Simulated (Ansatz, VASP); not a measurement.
Sn3Te: VASP beside Ansatz

```
CELL_PARAMETERS angstrom
4.79986 0.00000 0.00000
0.00000 4.79986 0.00000
0.00000 0.00000 4.79986
ATOMIC_POSITIONS crystal
Te 0.00000 0.00000 0.00000
Sn 0.00000 0.50000 0.50000
Sn 0.50000 0.00000 0.50000
Sn 0.50000 0.50000 0.00000
```

The cell comes from a database or a generator and needn't be the stable form of this composition.

Alike in both runs: task single point; functional PBEsol; k mesh 6 × 6 × 6; occupations fermi-dirac, width 0.05 eV; no spin polarisation.

```csv
,VASP,Ansatz
version,VASP 6.6.1,Ansatz 0.2.0
potentials or method,"VASP PAW PBE potentials, release 64 (Te, Sn_d)",Ansatz PAW
plane-wave cutoff (eV),520,420
valence electrons in the cell,48,58
```

|  | VASP | Ansatz | Ansatz less VASP |
| --- | --- | --- | --- |
| gap on the k mesh at the Fermi level (eV) | none | none | - |
| pressure (GPa) | -0.6 | -0.6 | +0.04 |

A gap of «none» marks a metal or a gap that the smearing closes. The functional is the same, so the differences come from potentials, cutoffs and numerics. The two sets of potentials don't hold the same shells in valence.

Caveats: the PAW data sets were made with another functional, which shifts forces and pressure a little (VASP); the PAW data sets come from PBE, with cores solved anew for the run's functional, which leaves a small shift of forces and pressure (Ansatz). The runs have no spin-orbit coupling, so splittings on Te are missing.
